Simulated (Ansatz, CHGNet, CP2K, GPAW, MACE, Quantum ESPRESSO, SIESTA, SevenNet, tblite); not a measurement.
# 1T-MgBr2 antidot lattice, bare edges (41 atoms) in CP2K

Wanted: CP2K inputs and outputs for 1T-MgBr2 antidot lattice, bare edges (41 atoms), checked against a plane-wave reference.

Main program and level: CP2K 2026.2; the method is named at each step.

**1. The structure**

The cell holds 41 atoms: 15 Mg and 26 Br. Cell: a = 15.280 Å, b = 13.233 Å, c = 15.000 Å, α = 90.0°, β = 90.0°, γ = 90.0°. It derives from MgBr2 (1T-MgBr2). 1T-MgBr2 (a = 3.82 Å), rectangular cell with x along the zigzag direction; 4 x 2 cells with a hole of radius 3.5 Å, 12 Å of vacuum; not relaxed, displaced by a Gaussian of 0.02 Å. Then every atom was moved at random, 0.03 Å r.m.s. a Cartesian component. Vacuum lies along c. The structure's axis is a.

The yardstick, on the same geometry:

* method: Kohn-Sham DFT, PBE, PAW, plane waves (Ansatz 0.2.0); cutoff 420 eV, Γ point, fermi-dirac smearing of 0.05 eV; PAW set soft_2
* r.m.s. force component: 0.2052 eV/Å
* longest force: 0.6469 eV/Å
* SCF cycles: 17
* time: 12 s on 8 threads of Arm Neoverse V2, shared host
* CPU time: 92 s

**2. PBE, DZVP-MOLOPT-SR, 1200/60 Ry, diagonalisation**

Method: Kohn-Sham DFT, PBE, GTH-PBE pseudopotentials, Gaussian and plane waves, DZVP-MOLOPT-SR-GTH, diagonalisation.

The input, input.inp:

```
&GLOBAL
  PROJECT cell
  RUN_TYPE ENERGY_FORCE
  PRINT_LEVEL LOW
&END GLOBAL
&FORCE_EVAL
  METHOD QS
  &DFT
    BASIS_SET_FILE_NAME BASIS_MOLOPT
    POTENTIAL_FILE_NAME GTH_POTENTIALS
    &MGRID
      CUTOFF 1200
      REL_CUTOFF 60
      NGRIDS 5
    &END MGRID
    &QS
      EPS_DEFAULT 1.0E-12
    &END QS
    &SCF
      SCF_GUESS ATOMIC
      EPS_SCF 1.0E-06
      MAX_SCF 200
      ADDED_MOS 26
      &DIAGONALIZATION
        ALGORITHM STANDARD
      &END DIAGONALIZATION
      &SMEAR ON
        METHOD FERMI_DIRAC
        ELECTRONIC_TEMPERATURE [K] 580
      &END SMEAR
      &MIXING
        METHOD BROYDEN_MIXING
        ALPHA 0.15
        NBROYDEN 8
      &END MIXING
      &PRINT
        &RESTART OFF
        &END RESTART
      &END PRINT
    &END SCF
    &XC
      &XC_FUNCTIONAL PBE
      &END XC_FUNCTIONAL
    &END XC
    &PRINT
      &MULLIKEN ON
      &END MULLIKEN
      &HIRSHFELD ON
        SHAPE_FUNCTION DENSITY
      &END HIRSHFELD
      &MO ON
        EIGENVALUES T
        OCCUPATION_NUMBERS T
        MO_INDEX_RANGE 155 178
        &EACH
          QS_SCF 0
        &END EACH
        ADD_LAST NUMERIC
      &END MO
    &END PRINT
  &END DFT
  &SUBSYS
    &CELL
      A 15.28000 0.00000 0.00000
      B 0.00000 13.23287 0.00000
      C 0.00000 0.00000 15.00000
    &END CELL
    &COORD
      SCALED
      Mg 0.99903 0.99923 0.49880
      Br 0.99909 0.16787 0.60408
      Br 0.12340 0.08244 0.39896
      Mg 0.12318 0.25107 0.50303
      Br 0.12856 0.41511 0.60149
      Br 0.00246 0.33432 0.40115
      Mg 0.99967 0.49990 0.49969
      Br 0.00098 0.66404 0.60212
      Br 0.12672 0.58112 0.40423
      Mg 0.12494 0.74809 0.49829
      Br 0.12793 0.91416 0.60167
      Br 0.99807 0.83352 0.39803
      Mg 0.24982 0.99679 0.49985
      Br 0.25376 0.16717 0.59666
      Br 0.37626 0.08425 0.39998
      Mg 0.37483 0.25385 0.50051
      Br 0.24961 0.33498 0.40155
      Mg 0.25246 0.50051 0.49865
      Br 0.24906 0.66442 0.60057
      Mg 0.37114 0.74822 0.49758
      Br 0.37503 0.91392 0.60133
      Br 0.24925 0.83464 0.40088
      Mg 0.49880 0.99980 0.50257
      Br 0.49910 0.16933 0.60054
      Br 0.62538 0.07967 0.40189
      Mg 0.62811 0.24938 0.50083
      Mg 0.62450 0.74613 0.49960
      Br 0.62507 0.91395 0.59866
      Br 0.49939 0.83581 0.40327
      Mg 0.75167 0.99578 0.50274
      Br 0.75229 0.16773 0.59794
      Br 0.87634 0.08291 0.40017
      Mg 0.87788 0.25189 0.50066
      Br 0.87404 0.41502 0.59452
      Br 0.74953 0.33447 0.39766
      Mg 0.75140 0.50164 0.50076
      Br 0.75017 0.66293 0.60000
      Br 0.87882 0.58468 0.39574
      Mg 0.87370 0.74996 0.50084
      Br 0.87739 0.92404 0.59972
      Br 0.75099 0.83283 0.40146
    &END COORD
    &KIND Mg
      BASIS_SET DZVP-MOLOPT-SR-GTH-q10
      POTENTIAL GTH-PBE-q10
    &END KIND
    &KIND Br
      BASIS_SET DZVP-MOLOPT-SR-GTH-q7
      POTENTIAL GTH-PBE-q7
    &END KIND
  &END SUBSYS
  &PRINT
    &FORCES ON
    &END FORCES
  &END PRINT
&END FORCE_EVAL
```

Started as:

```console
$ OMP_NUM_THREADS=1 cp2k.psmp -i input.inp > output.txt
```

Numbers of over 12 decimals in the logs are rounded to 6 here.

Log:

```text
CP2K| version string:                                       CP2K version 2026.2
 CP2K| Input file name                                                 input.inp
 GLOBAL| Basis set file name                                        BASIS_MOLOPT
 GLOBAL| Potential file name                                      GTH_POTENTIALS
 GLOBAL| Run type                                                   ENERGY_FORCE
 GLOBAL| Total number of message passing processes                             1
 GLOBAL| Number of threads for this process                                    1
 TOTAL NUMBERS AND MAXIMUM NUMBERS
  Total number of            - Atomic kinds:                                   2
                             - Atoms:                                         41
                             - Shell sets:                                    41
                             - Shells:                                       205
                             - Primitive Cartesian functions:                209
                             - Cartesian basis functions:                    499
                             - Spherical basis functions:                    473
  Maximum angular momentum of- Orbital basis functions:                        2
                             - Local part of the GTH pseudopotential:          2
                             - Non-local part of the GTH pseudopotential:      4
 SCF PARAMETERS         Density guess:                                    ATOMIC
                        max_scf:                                             200
                        eps_scf:                                        1.00E-06
                        added MOs                                        26    0
                        Mixing method:                            BROYDEN_MIXING
                                                charge density mixing in g-space
                        Smear method:                                FERMI_DIRAC
                        Electronic temperature [K]:                        580.0
                        Electronic temperature [a.u.]:                  1.84E-03
                        Accuracy threshold:                             1.00E-10
 Extrapolation method: initial_guess
 Number of electrons:                                                        332
 Number of occupied orbitals:                                                166
 Number of molecular orbitals:                                               192
 Number of orbital functions:                                                473
 Number of independent orbital functions:                                    473
 SCF WAVEFUNCTION OPTIMIZATION
  Step     Update method      Time    Convergence         Total energy    Change
     1 NoMix/Diag. 0.15E+00   20.8     1.84511865     -1301.8000156602 -1.30E+03
     2 Broy./Diag. 0.15E+00   23.1     0.04142014     -1294.7189889652  7.08E+00
     3 Broy./Diag. 0.15E+00   24.2     0.11514186     -1298.3804980155 -3.66E+00
     4 Broy./Diag. 0.15E+00   25.0     0.06673930     -1300.7815499485 -2.40E+00
[...]
33 Broy./Diag. 0.15E+00   29.1     0.00000120     -1299.7676803783 -9.05E-06
    34 Broy./Diag. 0.15E+00   28.1     0.00000088     -1299.7676837612 -3.38E-06
  *** SCF run converged in    34 steps ***
  Electronic density on regular grids:       -331.9999999978        0.0000000022
  Core density on regular grids:              331.9999999997       -0.0000000003
  Total charge density on r-space grids:        0.0000000019
  Total charge density g-space grids:           0.0000000019
  Overlap energy of the core charge distribution:               0.000000
  Self energy of the core charge distribution:              -2913.978108
  Core Hamiltonian energy:                                    810.740767
  Hartree energy:                                            1001.269720
  Exchange-correlation energy:                               -197.795127
  Electronic entropic energy:                                  -0.00493641
  Fermi energy:                                                -0.020931
  Total energy:                                             -1299.767684
  Total energy (extrapolated to T->0):                      -1299.765216
 MO| EIGENVALUES AND OCCUPATION NUMBERS
 MO|
 MO|  Index      Eigenvalue [a.u.]        Eigenvalue [eV]             Occupation
 MO|    155              -0.177117              -4.819600               2.000000
 MO|    156              -0.176951              -4.815076               2.000000
 MO|    157              -0.176132              -4.792787               2.000000
[...]
MO|    177               0.070243               1.911413               0.000000
 MO|    178               0.071489               1.945304               0.000000
 MO| Sum:                                                             332.000000
 MO| E(Fermi):           -0.020931 a.u.         -0.569572 eV
 !-----------------------------------------------------------------------------!
                     Mulliken Population Analysis
 #  Atom  Element  Kind  Atomic population                           Net charge
       1     Mg       1          9.176640                              0.823360
       2     Br       2          7.420861                             -0.420861
       3     Br       2          7.424398                             -0.424398
[...]
40     Br       2          7.416911                             -0.416911
      41     Br       2          7.422360                             -0.422360
 # Total charge                            332.000000                 -0.000000
 !-----------------------------------------------------------------------------!
 !-----------------------------------------------------------------------------!
                           Hirshfeld Charges
  #Atom  Element  Kind  Ref Charge     Population                    Net charge
      1       Mg     1      10.000          9.692                         0.308
      2       Br     2       7.000          7.162                        -0.162
      3       Br     2       7.000          7.166                        -0.166
[...]
40       Br     2       7.000          7.146                        -0.146
     41       Br     2       7.000          7.152                        -0.152
  Total Charge                                                           -0.000
 !-----------------------------------------------------------------------------!
 ENERGY| Total FORCE_EVAL ( QS ) energy [hartree]          -1299.767687
 FORCES| Atomic forces [hartree/bohr]
 FORCES|   Atom     x               y               z               |f|
 FORCES|      1  1.55063975E-02  9.87545194E-03  9.28956463E-03   2.05977894E-02
 FORCES|      2  2.36510732E-03 -1.47614617E-03  4.10100286E-03   4.95892777E-03
 FORCES|      3  1.74466924E-03  1.44719065E-03 -3.11231221E-03   3.85028815E-03
[...]
FORCES|     40 -8.58715197E-04 -9.47681746E-03  1.22935786E-02   1.55460456E-02
 FORCES|     41 -2.86998243E-04 -2.33097152E-03 -1.01178390E-02   1.03868408E-02
 FORCES| Sum     8.25634896E-02  8.16245538E-03 -1.42355036E-02
 FORCES| Total atomic force                                       8.41784120E-02
```

It took 16 min on 1 thread of Arm Neoverse V2, shared host; peak memory 19 GiB.

Banners, paths, timers and routine set-up lines are dropped from the logs unmarked, and long logs keep their key lines alone; longer cuts are marked.

Numbers from this run, and their distance from the reference:

| Item | Value |
| --- | --- |
| r.m.s. force component | 0.439 eV/Å |
| r.m.s. difference of force components | 295 meV/Å |
| longest difference of force vectors | 1164 meV/Å |
| force difference over r.m.s. force | 143.7 % |
| slope of forces against the reference's | 1.754 |
| correlation of force components | 0.8225 |

This run lies far from the reference in forces at the same functional.

Length of the force difference by element (eV/Å):

| element | atoms | mean | most |
| --- | --- | --- | --- |
| Br | 26 | 0.26 | 0.40 |
| Mg | 15 | 0.74 | 1.2 |

A closer look about Br5, picked at random: 12 atoms, nearest first, numbered in the order of the input, with positions taken from that point.

| atom | x | y | z | distance (Å) | bonds | Hirshfeld charge (e) | Fx | Fy | Fz (eV/Å) |
| --- | --- | --- | --- | --- | --- | --- | --- | --- | --- |
| Br5 | 0.00 | 0.00 | 0.00 | 0.00 | 3 | -0.17 | -0.10 | 0.06 | 0.47 |
| Mg4 | -0.08 | -2.17 | -1.48 | 2.63 | 6 | 0.31 | -0.06 | -0.68 | -0.02 |
| Mg18 | 1.89 | 1.13 | -1.54 | 2.69 | 4 | 0.22 | 1.44 | -0.45 | 0.53 |
| Mg7 | -1.97 | 1.12 | -1.53 | 2.73 | 6 | 0.31 | 0.68 | 0.17 | 0.53 |
| Br17 | 1.85 | -1.06 | -3.00 | 3.68 | 3 | -0.18 | -0.20 | -0.22 | -0.80 |
| Br9 | -0.03 | 2.20 | -2.96 | 3.69 | 3 | -0.15 | -0.05 | 0.15 | -0.83 |
| Br6 | -1.93 | -1.07 | -3.01 | 3.73 | 3 | -0.15 | -0.06 | -0.05 | -0.50 |
| Br19 | 1.84 | 3.30 | -0.01 | 3.78 | 3 | -0.18 | -0.16 | 0.22 | 0.71 |
| Br14 | 1.91 | -3.28 | -0.07 | 3.80 | 3 | -0.16 | -0.26 | -0.06 | 0.64 |
| Br2 | -1.98 | -3.27 | 0.04 | 3.82 | 3 | -0.16 | 0.12 | -0.08 | 0.21 |
| Br8 | -1.95 | 3.29 | 0.01 | 3.83 | 3 | -0.16 | -0.13 | 0.14 | 0.22 |
| Br34 | -3.89 | 0.00 | -0.10 | 3.89 | 3 | -0.14 | 0.08 | 0.11 | 0.92 |

Forces lie 144 % from the reference's, at 10 times its CPU time (on 1 against 8 cores).

The difference per atom is largest on Mg (0.74 eV/Å on average, against 0.26 on Br). The forces add up to 4.3 eV/Å instead of zero, usually a sign of too coarse a grid.

**3. PBE, TZV2P-UZH, 1200/60 Ry, diagonalisation**

Method: Kohn-Sham DFT, PBE, GTH-PBE pseudopotentials, Gaussian and plane waves, TZV2P-MOLOPT (UZH set), diagonalisation.

Changes to input.inp since step 2:

```diff
@@ -8,4 +8,4 @@
   &DFT
-    BASIS_SET_FILE_NAME BASIS_MOLOPT
-    POTENTIAL_FILE_NAME GTH_POTENTIALS
+    BASIS_SET_FILE_NAME BASIS_MOLOPT_UZH
+    POTENTIAL_FILE_NAME POTENTIAL_UZH
     &MGRID
@@ -68,7 +68,30 @@
     &COORD
-      SCALED
-[... 41 atom lines left out: the same atoms as in the first run ...]
+      Mg 15.26518 13.22268 7.48200
+      Br 15.26610 2.22140 9.06120
+      Br 1.88555 1.09092 5.98440
+      Mg 1.88219 3.32238 7.54545
+      Br 1.96440 5.49310 9.02235
+      Br 0.03759 4.42401 6.01725
+      Mg 15.27496 6.61511 7.49535
+      Br 0.01497 8.78715 9.03180
+      Br 1.93628 7.68989 6.06345
+      Mg 1.90908 9.89938 7.47435
+      Br 1.95477 12.09696 9.02505
+      Br 15.25051 11.02986 5.97045
+      Mg 3.81725 13.19039 7.49775
+      Br 3.87745 2.21214 8.94990
+      Br 5.74925 1.11487 5.99970
+      Mg 5.72740 3.35916 7.50765
+      Br 3.81404 4.43275 6.02325
+      Mg 3.85759 6.62318 7.47975
+      Br 3.80564 8.79218 9.00855
+      Mg 5.67102 9.90110 7.46370
+[... 17 atom lines left out ...]
+      Br 13.42837 7.73699 5.93610
+      Mg 13.35014 9.92412 7.51260
+      Br 13.40652 12.22770 8.99580
+      Br 11.47513 11.02073 6.02190
     &END COORD
     &KIND Mg
-      BASIS_SET DZVP-MOLOPT-SR-GTH-q10
+      BASIS_SET TZV2P-MOLOPT-PBE-GTH-q10
       POTENTIAL GTH-PBE-q10
@@ -76,3 +99,3 @@
     &KIND Br
-      BASIS_SET DZVP-MOLOPT-SR-GTH-q7
+      BASIS_SET TZV2P-MOLOPT-PBE-GTH-q7
       POTENTIAL GTH-PBE-q7
```

Log:

```text
CP2K| version string:                                       CP2K version 2026.2
 CP2K| Input file name                                                 input.inp
 GLOBAL| Basis set file name                                    BASIS_MOLOPT_UZH
 GLOBAL| Potential file name                                       POTENTIAL_UZH
 GLOBAL| Run type                                                   ENERGY_FORCE
 GLOBAL| Total number of message passing processes                             1
 GLOBAL| Number of threads for this process                                    1
[... lines left out ...]
                        Smear method:                                FERMI_DIRAC
[... lines left out ...]
 Number of electrons:                                                        332
[... lines left out ...]
  Step     Update method      Time    Convergence         Total energy    Change
[... lines left out ...]
  *** SCF run converged in    30 steps ***
[... lines left out ...]
  Fermi energy:                                                -0.013661
  Total energy:                                             -1300.646809
  Total energy (extrapolated to T->0):                      -1300.644288
[... lines left out ...]
 MO| E(Fermi):           -0.013661 a.u.         -0.371741 eV
[... lines left out ...]
                           Hirshfeld Charges
  #Atom  Element  Kind  Ref Charge     Population                    Net charge
      1       Mg     1      10.000          9.725                         0.275
      2       Br     2       7.000          7.144                        -0.144
      3       Br     2       7.000          7.148                        -0.148
[...]
40       Br     2       7.000          7.129                        -0.129
     41       Br     2       7.000          7.135                        -0.135
  Total Charge                                                           -0.000
 !-----------------------------------------------------------------------------!
 ENERGY| Total FORCE_EVAL ( QS ) energy [hartree]          -1300.646811
 FORCES| Atomic forces [hartree/bohr]
 FORCES|   Atom     x               y               z               |f|
 FORCES|      1  1.42795688E-02  9.56105927E-03  8.88761965E-03   1.93470856E-02
 FORCES|      2  2.24846791E-03 -1.02599193E-03  9.41249733E-04   2.64465847E-03
 FORCES|      3  1.65616854E-03  1.10368197E-03 -1.42749583E-04   1.99534097E-03
[...]
FORCES|     40 -9.73504260E-04 -8.47521229E-03  8.37359115E-03   1.19538263E-02
 FORCES|     41 -6.50669213E-04 -2.49510139E-03 -5.98900920E-03   6.52051628E-03
 FORCES| Sum     8.14780346E-02  8.25933594E-03 -1.40226210E-02
 FORCES| Total atomic force                                       8.30874278E-02
```

Wall time 15 min (1 thread); peak memory 19 GiB.

Numbers from this run, and their distance from the reference:

```
r.m.s. force component                  : 0.3486 eV/Å
r.m.s. difference of force components   : 244 meV/Å
longest difference of force vectors     : 932.8 meV/Å
force difference over r.m.s. force      : 118.9 %
slope of forces against the reference's : 1.236
correlation of force components         : 0.7305
```

This run lies far from the reference in forces at the same functional.

Against the first run (144 %), the force difference from the reference is 119 %, at 0.95 times the CPU time, with 1024 basis functions against 473; this set comes with other potentials too, so the change isn't the basis's alone.

The difference per atom is largest on Mg (0.68 eV/Å on average, against 0.039 on Br). The forces add up to 4.3 eV/Å instead of zero, usually a sign of too coarse a grid.

[end of part 1 of 2]

[Also dropped from logs without a mark: logging warnings of Python, and SIESTA's first energy breakdown and zero terms.]

[Logs are printed without paths, hosts, clocks, repeated set-up lines and the standing remarks that a program may print on its own settings, such as how far it seeks lower states.]

[Hosts, paths, dates, database ids (printed as entryN), source tags and the programs' standing remarks are cut or masked in the printed files.]
